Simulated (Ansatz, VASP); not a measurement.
Given: the input of a run of VASP 6.6.1 on W (Tungsten). 

Contents of INCAR:

```
ALGO = Normal
EDIFF = 1E-7
EDIFFG = -0.02
ENCUT = 600
GGA = PE
IBRION = 2
ISIF = 3
ISMEAR = -1
IVDW = 12
LASPH = T
LCHARG = F
LREAL = F
LWAVE = F
NELM = 100
NSW = 40
PREC = Accurate
SIGMA = 0.05
```

File KPOINTS:

```
k-points
0
Gamma
  12 12 12
```

The input POSCAR:

```
W
1.0
   -1.5823450000      1.5823450000      1.5823450000
    1.5823450000     -1.5823450000      1.5823450000
    1.5823450000      1.5823450000     -1.5823450000
W
1
Direct
    0.0000000000      0.0000000000      0.0000000000
```

Potentials or basis: VASP PAW PBE potentials, release 64 (W_sv).

Run with:

```bash
$ cat potpaw_PBE.64/W_sv/POTCAR > POTCAR
$ mpirun -np 1 vasp_std > vasp.out
```

**Question.** What does the same run look like in Ansatz 0.2.0? Potentials or basis there: Ansatz PAW, cutoff 420 eV.

**Answer.** As run (cutoffs and basis follow the program's own potentials, and thresholds, step limits or extra output files can differ):

input.yaml

```yaml
crystal:
  lattice:
    - [-1.582345, 1.582345, 1.582345]
    - [1.582345, -1.582345, 1.582345]
    - [1.582345, 1.582345, -1.582345]
  atoms:
    - { symbol: W, position: [0.0, 0.0, 0.0] }
hamiltonian:
  xc: pbe
  pseudopotentials: { kind: paw }
  dispersion: d3bj
kpoints:
  mp_grid: { grid: [12, 12, 12] }
scf:
  occupations: { method: fermi_dirac, width: 0.05 }
output:
  forces: true
  stress: true
relax:
  f_tol: 0.01
  max_steps: 40
  cell: { stress_tol: 0.05 }
```

Potentials or basis: Ansatz PAW.

Command:

```console
$ ansatz run input.yaml --threads 2 --pin off --max-ram 5632MiB --backend cpu --events-out ev --progress --plain --runs-dir out
```

Both were run:

|  | VASP | Ansatz |
| --- | --- | --- |
| Relaxed volume | 15.81 Å³/atom | 15.78 Å³/atom |
| Relaxed cell | a = 2.738 Å, b = 2.738 Å, c = 2.738 Å, α = 109.47°, β = 109.47°, γ = 109.47° | a = 2.737 Å, b = 2.737 Å, c = 2.737 Å, α = 109.47°, β = 109.47°, γ = 109.47° |
| Space group after relaxing | Im-3m (No. 229) | Im-3m (No. 229) |
| Pressure after relaxing | 0.0 GPa | 0.0 GPa |

Ansatz's pressure holds a Pulay term of +0.08 GPa for its cutoff of 420 eV, which the other run lacks.

Where Ansatz's input types no cutoff or centring, it takes its own default and a Γ-centred mesh.

Pressure is positive in compression.
